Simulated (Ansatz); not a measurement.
**A computed series for CaF2: response to strain**

Base system: CaF2 in the fluorite structure (space group Fm-3m, No. 225).

```xyz
3
Lattice="0.0000 2.7196 2.7196 2.7196 0.0000 2.7196 2.7196 2.7196 0.0000" Properties=species:S:1:pos:R:3 pbc="T T T"
Ca     0.0000     0.0000     0.0000
F      1.3598     1.3598     1.3598
F      4.0794     4.0794     4.0794
```

Cartesian axes are those of the cell as printed.

Strains are applied to the cell and any free atomic positions relax; under stress the whole cell relaxes.

All numbers come from Ansatz (a first-principles code), r2SCAN, PAW, cutoff 500 eV, no SOC.

Candidates:
(a) tensor shear ε_xz = −0.37 %
(b) uniaxial stress, 2 GPa tension along z
(c) isotropic strain −5.15 %
(d) strain tensor (xx, yy, zz, yz, xz, xy) = (+0.17, +1.23, +0.06, +0.59, +1.05, +0.80) %

Before the change:

```
Property              Result
-------------------  -------
Smallest direct gap  8.29 eV
```

**Question.** Order them by smallest direct gap, highest first.

**Answer.** (c) isotropic strain −5.15 % (9.23 eV), (a) tensor shear ε_xz = −0.37 % (8.29 eV), (b) uniaxial stress, 2 GPa tension along z (8.20 eV), (d) strain tensor (xx, yy, zz, yz, xz, xy) = (+0.17, +1.23, +0.06, +0.59, +1.05, +0.80) % (8.16 eV)

Beyond what the load breaks, stability against distortions was not tested.
